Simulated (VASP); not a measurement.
Set up this calculation in VASP 6.6.1, as the native input.

- Task: single point
- Functional: PBEsol
- Potentials or basis: VASP PAW PBE potentials, release 64 (Sr_sv, Cl)
- Cutoff: 520 eV
- k mesh: 6 × 6 × 6
- Occupations: gaussian, width 0.02 eV
- Spin: no spin polarisation
- Dipole correction: no
- Further INCAR settings: ALGO = Fast; EDIFF = 1e-07; NBANDS = 19

The structure of SrCl2 lies in POSCAR:

```
SrCl2
1.0
    0.0000000000      3.4550859828      3.4550859828
    3.4550859828      0.0000000000      3.4550859828
    3.4550859828      3.4550859828      0.0000000000
Sr Cl
1 2
Direct
    0.0000000000      0.0000000000      0.0000000000
    0.2500000000      0.2500000000      0.2500000000
    0.7500000000      0.7500000000      0.7500000000
```

The input as run:

INCAR

```
SYSTEM = SrCl2
ALGO = Fast
EDIFF = 1E-7
ENCUT = 520
GGA = PS
ISIF = 2
ISMEAR = 0
LASPH = .True.
LCHARG = .False.
LREAL = .False.
LWAVE = .False.
NBANDS = 19
NELM = 100
PREC = Accurate
SIGMA = 0.02
```

KPOINTS

```
k-points
0
Gamma
  6 6 6
  0 0 0
```

Potentials or basis: VASP PAW PBE potentials, release 64 (Sr_sv, Cl).

Launch:

```console
$ cat potpaw_PBE.64/Sr_sv/POTCAR potpaw_PBE.64/Cl/POTCAR > POTCAR
$ mpirun -np 1 vasp_std > vasp.out
```

It gave:

The pressure is 0.1 GPa. The band gap on the k mesh is 5.24 eV, indirect (least direct gap 5.34 eV).

Caveat: the PAW data sets were made with another functional, which shifts forces and pressure a little.

It took 28 s on 1 thread of AMD EPYC 7R13 Processor (Zen 3), on a shared host, peak memory 0.17 GiB.
